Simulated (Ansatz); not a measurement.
**Phonons of InP**

Method: r²SCAN, scalar-relativistic; no spin polarisation; PAW, 500 eV, Gaussian smearing of 0.05 eV; code Ansatz; PAW files: Ansatz's generated set soft_2.

```
CELL_PARAMETERS angstrom
0.00000 2.95344 2.95344
2.95344 0.00000 2.95344
2.95344 2.95344 0.00000
ATOMIC_POSITIONS crystal
In 0.00000 0.00000 0.00000
P 0.75000 0.75000 0.75000
```

The chain of runs began from a cell as deposited in COD, expanded in volume. Of that entry: the entry's cell lengths or inner coordinates differ somewhat from later room-temperature determinations.

Force constants come from finite displacements in a 2×2×2 supercell (the unit cell's 8×8×8 k-mesh, folded to it); the long-range dipole term is included. Points in reciprocal vectors of this cell: Γ = (0.000, 0.000, 0.000), X = (-0.500, -0.500, 0.000), U = (-0.375, -0.375, 0.250), K = (-0.375, 0.000, 0.375), L = (0.000, 0.000, 0.500), W = (-0.500, -0.250, 0.250).

Q: Is the structure dynamically stable along this path, and where does the spectrum end?

A: Yes: no branch is imaginary beyond numerical noise. The highest frequency is 338 cm⁻¹, at Γ. Points that don't fit the supercell are interpolated.

Frequencies at the named points (cm⁻¹, imaginary ones negative):
| point | ω (cm⁻¹) |
| --- | --- |
| Γ | 0 0 0 296 296 338 |
| X | 69 69 178 314 314 324 |
| U | 66 106 161 311 311 325 |
| K | 66 106 161 311 311 325 |
| L | 55 55 165 304 304 330 |
| W | 81 109 155 308 316 324 |

Q: What does the harmonic approximation give for the vibrational free energy, entropy and heat capacity?

A: Zero-point energy 38.0 meV/atom.
| T (K) | F_vib (meV/atom) | S (J/K per mole of atoms) | C_V (J/K per mole of atoms) |
| --- | --- | --- | --- |
| 100 | 33.0 | 11.6 | 13.4 |
| 200 | 14.5 | 23.4 | 20.2 |
| 300 | -14.5 | 32.1 | 22.6 |
| 400 | -51.4 | 38.8 | 23.6 |
| 500 | -94.4 | 44.1 | 24.0 |
| 600 | -142.5 | 48.5 | 24.3 |
| 700 | -194.8 | 52.3 | 24.5 |
| 800 | -250.7 | 55.5 | 24.6 |
| 900 | -309.8 | 58.4 | 24.7 |
| 1000 | -371.7 | 61.0 | 24.7 |

The highest mode, 338 cm⁻¹, is worth 490 K. At 300 K the heat capacity has reached 91 % of the classical limit 3R = 24.9 J/K per mole of atoms.

Cost: 2.2 min on 4 threads of Arm Neoverse V2 (shared host), peak memory 3.1 GiB.

